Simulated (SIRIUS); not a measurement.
# Ta (Im-3m) in SIRIUS: further runs

One crystal, Ta, is run at these levels: PBE; tasks: equation of state.

All numbers are computed with SIRIUS 7.12.0; they aren't measurements. Logs are shortened: lines on timing, memory, paths and dates and some standing lists are left out, and cuts for length are marked. The log counts tension as positive stress, the text compression.

**The experiment to reproduce.**

“Refinement of the equation of state of tantalum”, 2004, arxiv:cond-mat/0403080 quotes, for a bulk crystal of Ta: bulk modulus 194 GPa.

How close the calculation comes is told below.

### 1 Starting point

It takes space group Im-3m (No. 229, cubic). The conventional cell has a = 3.303 Å, b = 3.303 Å, c = 3.303 Å, α = 90.00°, β = 90.00°, γ = 90.00°. Ta (site symmetry m-3m) is surrounded by 8 Ta at 2.86 Å.

### 2 Equation of state, PBE, 16.93 Å³/atom (volume scaled by 0.94)

sirius.json

```json
{
  "control": {
    "processing_unit": "cpu",
    "std_evp_solver_name": "lapack",
    "gen_evp_solver_name": "lapack",
    "verbosity": 2,
    "print_forces": false,
    "ortho_rf": true,
    "use_second_variation": true,
    "rmt_max": 3.0,
    "num_bands_to_print": 22,
    "save_wf": true
  },
  "parameters": {
    "electronic_structure_method": "full_potential_lapwlo",
    "xc_functionals": ["XC_GGA_X_PBE", "XC_GGA_C_PBE"],
    "core_relativity": "dirac",
    "valence_relativity": "iora",
    "num_fv_states": 22,
    "smearing": "fermi_dirac",
    "smearing_width": 0.0018374661,
    "pw_cutoff": 20,
    "gk_cutoff": 3.54,
    "lmax_apw": 11,
    "lmax_rho": 8,
    "lmax_pot": 8,
    "num_mag_dims": 0,
    "auto_rmt": 0,
    "ngridk": [11, 11, 11],
    "shiftk": [0, 0, 0],
    "num_dft_iter": 80,
    "energy_tol": 1e-07,
    "density_tol": 1e-05,
    "use_symmetry": true
  },
  "settings": {"tol_ne": 1e-10},
  "iterative_solver": {"type": "exact"},
  "mixer": {"type": "anderson", "beta": 0.5, "max_history": 8},
  "unit_cell": {
    "lattice_vectors": [
      [-3.0567660819, 3.0567660819, 3.0567660819],
      [3.0567660819, -3.0567660819, 3.0567660819],
      [3.0567660819, 3.0567660819, -3.0567660819]
    ],
    "atom_types": ["Ta"],
    "atom_files": {"Ta": "Ta.json"},
    "atoms": {"Ta": [[0.0, 0.0, 0.0]]}
  }
}
```

Ta.json

```json
{
  "name": "tantalum",
  "symbol": "Ta",
  "number": 73,
  "mass": 180.94788,
  "rmin": 1e-06,
  "rmt": 2.6,
  "nrmt": 800,
  "rinf": 15.8,
  "core": "1s2s2p3s3p3d4s4p4d",
  "valence": [
    {"basis": [{"enu": 0.23, "dme": 0, "n": 0, "auto": 0}, {"enu": 0.23, "dme": 1, "n": 0, "auto": 0}]},
    {"l": 0, "n": 1, "basis": [{"enu": 0.33, "dme": 0, "n": 0, "auto": 0}]},
    {"l": 1, "n": 2, "basis": [{"enu": 0.33, "dme": 0, "n": 0, "auto": 0}]},
    {"l": 2, "n": 3, "basis": [{"enu": 0.33, "dme": 0, "n": 0, "auto": 0}]},
    {"l": 3, "n": 4, "basis": [{"enu": 0.33, "dme": 0, "n": 0, "auto": 0}]},
    {"l": 4, "n": 5, "basis": [{"enu": 0.33, "dme": 0, "n": 0, "auto": 0}]}
  ],
  "lo": [
    {"l": 0, "basis": [{"enu": 0.33, "dme": 0, "n": 0, "auto": 0}, {"enu": 0.33, "dme": 1, "n": 0, "auto": 0}]},
    {
      "l": 0,
      "basis": [{"enu": -2.2072, "dme": 0, "n": 5, "auto": 1}, {"enu": -2.2072, "dme": 1, "n": 5, "auto": 1}]
    },
    {
      "l": 0,
      "basis": [{"enu": -2.2072, "dme": 1, "n": 5, "auto": 1}, {"enu": 0.33, "dme": 0, "n": 0, "auto": 0}]
    },
    {"l": 0, "basis": [{"enu": 0.33, "dme": 0, "n": 0, "auto": 0}, {"enu": 2.6969, "dme": 0, "n": 0, "auto": 0}]},
    {"l": 1, "basis": [{"enu": 0.33, "dme": 0, "n": 0, "auto": 0}, {"enu": 0.33, "dme": 1, "n": 0, "auto": 0}]},
    {
      "l": 1,
      "basis": [{"enu": -0.9803, "dme": 0, "n": 5, "auto": 1}, {"enu": -0.9803, "dme": 1, "n": 5, "auto": 1}]
    },
    {
      "l": 1,
      "basis": [{"enu": -0.9803, "dme": 1, "n": 5, "auto": 1}, {"enu": 0.33, "dme": 0, "n": 0, "auto": 0}]
    },
    {"l": 1, "basis": [{"enu": 0.33, "dme": 0, "n": 0, "auto": 0}, {"enu": 3.0519, "dme": 0, "n": 0, "auto": 0}]},
    {"l": 2, "basis": [{"enu": 0.33, "dme": 0, "n": 0, "auto": 0}, {"enu": 0.33, "dme": 1, "n": 0, "auto": 0}]},
    {"l": 2, "basis": [{"enu": 0.33, "dme": 1, "n": 0, "auto": 0}, {"enu": 0.33, "dme": 2, "n": 0, "auto": 0}]},
    {"l": 2, "basis": [{"enu": 0.33, "dme": 0, "n": 0, "auto": 0}, {"enu": 2.6377, "dme": 0, "n": 0, "auto": 0}]},
    {"l": 3, "basis": [{"enu": 0.33, "dme": 0, "n": 0, "auto": 0}, {"enu": 0.33, "dme": 1, "n": 0, "auto": 0}]},
    {
      "l": 3,
      "basis": [{"enu": -0.4547, "dme": 0, "n": 4, "auto": 1}, {"enu": -0.4547, "dme": 1, "n": 4, "auto": 1}]
    },
    {
      "l": 3,
      "basis": [{"enu": -0.4547, "dme": 1, "n": 4, "auto": 1}, {"enu": 0.33, "dme": 0, "n": 0, "auto": 0}]
    },
    {"l": 3, "basis": [{"enu": 0.33, "dme": 0, "n": 0, "auto": 0}, {"enu": 3.762, "dme": 0, "n": 0, "auto": 0}]},
    {"l": 4, "basis": [{"enu": 0.33, "dme": 0, "n": 0, "auto": 0}, {"enu": 0.33, "dme": 1, "n": 0, "auto": 0}]},
    {"l": 4, "basis": [{"enu": 0.33, "dme": 0, "n": 0, "auto": 0}, {"enu": 3.1702, "dme": 0, "n": 0, "auto": 0}]}
  ],
  "free_atom": [... radial grid and density of the free atom, the start of the SCF ...]
}
```

sirius_start.json

```json
{
  "control": {
    "processing_unit": "cpu",
    "std_evp_solver_name": "lapack",
    "gen_evp_solver_name": "lapack",
    "verbosity": 1,
    "print_forces": false,
    "ortho_rf": true,
    "use_second_variation": true,
    "rmt_max": 3.0,
    "num_bands_to_print": 22,
    "save_wf": false
  },
  "parameters": {
    "electronic_structure_method": "full_potential_lapwlo",
    "xc_functionals": ["XC_LDA_X", "XC_LDA_C_PW"],
    "core_relativity": "dirac",
    "valence_relativity": "iora",
    "num_fv_states": 22,
    "smearing": "fermi_dirac",
    "smearing_width": 0.0055123983,
    "pw_cutoff": 20,
    "gk_cutoff": 2.83,
    "lmax_apw": 11,
    "lmax_rho": 8,
    "lmax_pot": 8,
    "num_mag_dims": 0,
    "auto_rmt": 0,
    "ngridk": [4, 4, 4],
    "shiftk": [0, 0, 0],
    "num_dft_iter": 30,
    "energy_tol": 0.01,
    "density_tol": 0.05,
    "use_symmetry": true
  },
  "settings": {"tol_ne": 1e-10},
  "iterative_solver": {"type": "exact"},
  "mixer": {"type": "anderson", "beta": 0.5, "max_history": 8},
  "unit_cell": {
    "lattice_vectors": [
      [-3.0567660819, 3.0567660819, 3.0567660819],
      [3.0567660819, -3.0567660819, 3.0567660819],
      [3.0567660819, 3.0567660819, -3.0567660819]
    ],
    "atom_types": ["Ta"],
    "atom_files": {"Ta": "Ta.json"},
    "atoms": {"Ta": [[0.0, 0.0, 0.0]]}
  }
}
```

Potentials or basis: all-electron FP-LAPW, apw+lo standard.

Run with:

```sh
> OMP_NUM_THREADS=1 sirius.scf --input=sirius_start.json --output=start.json
> OMP_NUM_THREADS=1 sirius.scf --input=sirius.json --output=output.json --task=1
```

Standard output:

```text
[info] SIRIUS version : 7.12.0
[info] number of MPI ranks           : 1
[info] MPI grid                      : 1 1
[info] maximum number of OMP threads : 1
[fft] FFT context for density and potential
[fft] =====================================
[fft]   plane wave cutoff                     : 20
[fft]   grid size                             : 36 36 36   total : 46656
[fft]   grid limits                           : -17 18   -17 18   -17 18
[fft]   number of G-vectors within the cutoff : 15587
[fft]   number of G-shells                    : 423
[fft] FFT context for coarse grid
[fft] =====================================
[fft]   plane wave cutoff                     : 7.08
[fft]   grid size                             : 15 15 15   total : 3375
[fft]   grid limits                           : -7 7   -7 7   -7 7
[fft]   number of G-vectors within the cutoff : 675
[fft]   number of G-shells                    : 28
[unit cell] lattice vectors
[unit cell]   a1 :      -3.0567660819      3.0567660819      3.0567660819
[unit cell]   a2 :       3.0567660819     -3.0567660819      3.0567660819
[unit cell]   a3 :       3.0567660819      3.0567660819     -3.0567660819
[unit cell] reciprocal lattice vectors
[unit cell]   b1 :      -0.0000000000      1.0277504295      1.0277504295
[unit cell]   b2 :       1.0277504295     -0.0000000000      1.0277504295
[unit cell]   b3 :       1.0277504295      1.0277504295     -0.0000000000
[unit cell] unit cell volume :       114.24747450 [a.u.^3]
[unit cell] 1/sqrt(omega)    :         0.09355709
[unit cell] MT volume        :        73.62217664 (64.44%)
[unit cell] IT volume        :        40.62529787 (35.56%)
[unit cell] number of atom types : 1
[unit cell] type id : 0 symbol : Ta mt_radius :   2.600000 num_atoms : 1
[unit cell] total number of atoms : 1
[unit cell] number of symmetry classes : 1
[unit cell] atom id  type id  class id             position                      vector_field
[unit cell] ------------------------------------------------------------------------------------------
[... 325 lines left out ...]
[diagonalize] ik:    3   -2.018584   -0.797020   -0.775421   -0.765828   -0.246504   -0.245859   -0.245691   -0.245191   -0.245172   -0.244573   -0.243389    0.239745    0.408382    0.433109    0.575297    0.587624    0.604175    0.989255    1.063022    1.177404    1.249674    1.322958
[diagonalize] ik:    4   -2.017143   -0.810055   -0.779700   -0.765946   -0.246491   -0.246166   -0.245785   -0.245148   -0.244662   -0.244515   -0.243527    0.265377    0.387935    0.454013    0.591042    0.617659    0.667564    0.927867    0.976614    1.196240    1.297042    1.337586
[diagonalize] ...
[diagonalize] ik:   51   -2.013386   -0.806223   -0.799671   -0.788965   -0.246756   -0.246049   -0.245896   -0.245522   -0.244344   -0.244165   -0.243864    0.320223    0.330621    0.493339    0.593622    0.679934    0.817445    0.844131    0.918731    1.202727    1.248216    1.293991
[diagonalize] ik:   52   -2.013543   -0.801690   -0.795699   -0.795699   -0.246588   -0.246123   -0.245649   -0.245649   -0.244405   -0.244118   -0.244118    0.319695    0.325017    0.566788    0.566788    0.649047    0.661048    0.987491    0.987491    1.105626    1.294085    1.330212
[diagonalize] ik:   53   -2.012874   -0.804485   -0.798522   -0.796399   -0.246939   -0.246032   -0.245820   -0.245723   -0.244146   -0.243922   -0.243877    0.304861    0.311796    0.586233    0.586610    0.701653    0.738793    0.878268    0.907016    1.152143    1.283936    1.304617
[diagonalize] ik:   54   -2.012553   -0.802720   -0.802720   -0.796873   -0.247106   -0.245915   -0.245915   -0.245811   -0.243935   -0.243935   -0.243757    0.299767    0.299767    0.585400    0.672028    0.672028    0.824176    0.824176    0.831881    1.137450    1.302316    1.302316
[diagonalize] ik:   55   -2.012242   -0.802226   -0.801400   -0.801400   -0.247260   -0.245951   -0.245879   -0.245879   -0.243805   -0.243765   -0.243765    0.289107    0.291160    0.668810    0.668810    0.701386    0.754512    0.825098    0.825098    1.084698    1.318319    1.331132
[generate_core_charge_density] atom class : 0
[generate_core_charge_density]   n,l,k : 1 0 1  energy :       -2471.88637479
[generate_core_charge_density]   n,l,k : 2 0 1  energy :        -423.87310989
[generate_core_charge_density]   n,l,k : 2 1 1  energy :        -405.02149604
[generate_core_charge_density]   n,l,k : 2 1 2  energy :        -358.33482671
[generate_core_charge_density]   n,l,k : 3 0 1  energy :         -96.59007054
[generate_core_charge_density]   n,l,k : 3 1 1  energy :         -88.22205311
[generate_core_charge_density]   n,l,k : 3 1 2  energy :         -78.17051603
[generate_core_charge_density]   n,l,k : 3 2 2  energy :         -64.06245126
[generate_core_charge_density]   n,l,k : 3 2 3  energy :         -61.87331634
[generate_core_charge_density]   n,l,k : 4 0 1  energy :         -19.16841001
[generate_core_charge_density]   n,l,k : 4 1 1  energy :         -15.71986979
[generate_core_charge_density]   n,l,k : 4 1 2  energy :         -13.40561586
[generate_core_charge_density]   n,l,k : 4 2 2  energy :          -7.74452543
[generate_core_charge_density]   n,l,k : 4 2 3  energy :          -7.31939795
[find] Total energy                   :  -15626.11600230 (Ha),  -31252.23200459 (Ry)
[find] iteration : 1, RMS (target) : 2.6304e-01 (1.0000e-05) , energy difference (target) : 8.0577e-05 (1.0000e-07)
[find] Total energy                   :  -15626.11602746 (Ha),  -31252.23205492 (Ry)
[... 17 lines left out ...]
[find] valence_eval_sum               :     -10.08111734
[find] core_eval_sum                  :   -9542.35872936
[find] kinetic energy                 :   17542.16759594
[find] enuc                           :  -19511.11025510
[find] <rho|V^{XC}>                   :    -415.59876526
[find] <rho|E^{XC}>                   :    -317.66896941
[find] <mag|B^{XC}>                   :       0.00000000
[find] <rho|V^{H}>                    :  -26679.00867737
[find] smearing (-TS)                 :      -0.00022641
[find] SCF correction                 :      -0.00004681
[find] Total energy                   :  -15626.11601407 (Ha),  -31252.23202815 (Ry)
[find] Free energy (E-TS)             :  -15626.11624048 (Ha),  -31252.23248097 (Ry)
[find] band gap (eV)                  :       0.00000000
[find] Efermi                         :       0.45237047
[find] iteration : 6, RMS (target) : 1.3225e-06 (1.0000e-05) , energy difference (target) : -5.6029e-08 (1.0000e-07)
[find] converged after 7 SCF iterations!
[find] Charges and magnetic moments
[find] --------------------------------------------------------------------------------
[find] atom      charge    core leakage
[find] --------------------------------------------------------------------------------
[find]    0   71.372953    8.326745e-07
[find] total core leakage    : 8.32674500e-07
[find] interstitial charge   : 1.627043
[find] total charge          : 72.999996
[find] Energy
[find] --------------------------------------------------------------------------------
[find] valence_eval_sum               :     -10.08111734
[find] core_eval_sum                  :   -9542.35872936
[find] kinetic energy                 :   17542.16759594
[find] enuc                           :  -19511.11025510
[find] <rho|V^{XC}>                   :    -415.59876526
[find] <rho|E^{XC}>                   :    -317.66896941
[find] <mag|B^{XC}>                   :       0.00000000
[find] <rho|V^{H}>                    :  -26679.00867737
[find] smearing (-TS)                 :      -0.00022641
[find] SCF correction                 :      -0.00004681
[find] Total energy                   :  -15626.11601407 (Ha),  -31252.23202815 (Ry)
[find] Free energy (E-TS)             :  -15626.11624048 (Ha),  -31252.23248097 (Ry)
[find] band gap (eV)                  :       0.00000000
[find] Efermi                         :       0.45237047
```

Run time: 40 s. Hardware: 1 thread of Arm Neoverse V1, shared host; peak memory 0.33 GiB.

What came out:

| Quantity | Value |
| --- | --- |
| Free energy | -425208.2845 eV |
| Band gap on the k mesh | none (metal or under the smearing width) |
| All electrons inside the program's atomic spheres | Ta 71.37 (radii Ta 2.6 bohr) |

### 3 Equation of state, PBE, 17.29 Å³/atom (volume scaled by 0.96)

sirius.json: that of step 2 with these lines changed.

```diff
@@ -40,5 +40,5 @@
     "lattice_vectors": [
-      [-3.0567660819, 3.0567660819, 3.0567660819],
-      [3.0567660819, -3.0567660819, 3.0567660819],
-      [3.0567660819, 3.0567660819, -3.0567660819]
+      [-3.0782933128, 3.0782933128, 3.0782933128],
+      [3.0782933128, -3.0782933128, 3.0782933128],
+      [3.0782933128, 3.0782933128, -3.0782933128]
     ],
```

Ta.json

```json
{
  "name": "tantalum",
  "symbol": "Ta",
  "number": 73,
  "mass": 180.94788,
  "rmin": 1e-06,
  "rmt": 2.6,
  "nrmt": 800,
  "rinf": 15.8,
  "core": "1s2s2p3s3p3d4s4p4d",
  "valence": [
    {"basis": [{"enu": 0.22, "dme": 0, "n": 0, "auto": 0}, {"enu": 0.22, "dme": 1, "n": 0, "auto": 0}]},
    {"l": 0, "n": 1, "basis": [{"enu": 0.32, "dme": 0, "n": 0, "auto": 0}]},
    {"l": 1, "n": 2, "basis": [{"enu": 0.32, "dme": 0, "n": 0, "auto": 0}]},
    {"l": 2, "n": 3, "basis": [{"enu": 0.32, "dme": 0, "n": 0, "auto": 0}]},
    {"l": 3, "n": 4, "basis": [{"enu": 0.32, "dme": 0, "n": 0, "auto": 0}]},
    {"l": 4, "n": 5, "basis": [{"enu": 0.32, "dme": 0, "n": 0, "auto": 0}]}
  ],
  "lo": [
    {"l": 0, "basis": [{"enu": 0.32, "dme": 0, "n": 0, "auto": 0}, {"enu": 0.32, "dme": 1, "n": 0, "auto": 0}]},
    {
      "l": 0,
      "basis": [{"enu": -2.2172, "dme": 0, "n": 5, "auto": 1}, {"enu": -2.2172, "dme": 1, "n": 5, "auto": 1}]
    },
    {
      "l": 0,
      "basis": [{"enu": -2.2172, "dme": 1, "n": 5, "auto": 1}, {"enu": 0.32, "dme": 0, "n": 0, "auto": 0}]
    },
    {"l": 0, "basis": [{"enu": 0.32, "dme": 0, "n": 0, "auto": 0}, {"enu": 2.6869, "dme": 0, "n": 0, "auto": 0}]},
    {"l": 1, "basis": [{"enu": 0.32, "dme": 0, "n": 0, "auto": 0}, {"enu": 0.32, "dme": 1, "n": 0, "auto": 0}]},
    {
      "l": 1,
      "basis": [{"enu": -0.9903, "dme": 0, "n": 5, "auto": 1}, {"enu": -0.9903, "dme": 1, "n": 5, "auto": 1}]
    },
    {
      "l": 1,
      "basis": [{"enu": -0.9903, "dme": 1, "n": 5, "auto": 1}, {"enu": 0.32, "dme": 0, "n": 0, "auto": 0}]
    },
    {"l": 1, "basis": [{"enu": 0.32, "dme": 0, "n": 0, "auto": 0}, {"enu": 3.0419, "dme": 0, "n": 0, "auto": 0}]},
    {"l": 2, "basis": [{"enu": 0.32, "dme": 0, "n": 0, "auto": 0}, {"enu": 0.32, "dme": 1, "n": 0, "auto": 0}]},
    {"l": 2, "basis": [{"enu": 0.32, "dme": 1, "n": 0, "auto": 0}, {"enu": 0.32, "dme": 2, "n": 0, "auto": 0}]},
    {"l": 2, "basis": [{"enu": 0.32, "dme": 0, "n": 0, "auto": 0}, {"enu": 2.6277, "dme": 0, "n": 0, "auto": 0}]},
    {"l": 3, "basis": [{"enu": 0.32, "dme": 0, "n": 0, "auto": 0}, {"enu": 0.32, "dme": 1, "n": 0, "auto": 0}]},
    {
      "l": 3,
      "basis": [{"enu": -0.4647, "dme": 0, "n": 4, "auto": 1}, {"enu": -0.4647, "dme": 1, "n": 4, "auto": 1}]
    },
    {
      "l": 3,
      "basis": [{"enu": -0.4647, "dme": 1, "n": 4, "auto": 1}, {"enu": 0.32, "dme": 0, "n": 0, "auto": 0}]
    },
    {"l": 3, "basis": [{"enu": 0.32, "dme": 0, "n": 0, "auto": 0}, {"enu": 3.752, "dme": 0, "n": 0, "auto": 0}]},
    {"l": 4, "basis": [{"enu": 0.32, "dme": 0, "n": 0, "auto": 0}, {"enu": 0.32, "dme": 1, "n": 0, "auto": 0}]},
    {"l": 4, "basis": [{"enu": 0.32, "dme": 0, "n": 0, "auto": 0}, {"enu": 3.1602, "dme": 0, "n": 0, "auto": 0}]}
  ],
  "free_atom": [... radial grid and density of the free atom, the start of the SCF ...]
}
```

sirius_start.json: that of step 2 with these lines changed.

```diff
@@ -40,5 +40,5 @@
     "lattice_vectors": [
-      [-3.0567660819, 3.0567660819, 3.0567660819],
-      [3.0567660819, -3.0567660819, 3.0567660819],
-      [3.0567660819, 3.0567660819, -3.0567660819]
+      [-3.0782933128, 3.0782933128, 3.0782933128],
+      [3.0782933128, -3.0782933128, 3.0782933128],
+      [3.0782933128, 3.0782933128, -3.0782933128]
     ],
```

Potentials or basis: all-electron FP-LAPW, apw+lo standard.

Run with:

```sh
> OMP_NUM_THREADS=1 sirius.scf --input=sirius_start.json --output=start.json
> OMP_NUM_THREADS=1 sirius.scf --input=sirius.json --output=output.json --task=1
```

It took 41 s on 1 thread of Arm Neoverse V1, shared host; peak memory 0.34 GiB.

Results (log left out):

| Item | Value |
| --- | --- |
| Free energy | -425208.3164 eV |
| Band gap on the k mesh | none (metal or under the smearing width) |
| All electrons inside the program's atomic spheres | Ta 71.32 (radii Ta 2.6 bohr) |

(Part 1 of 3 ends here.)
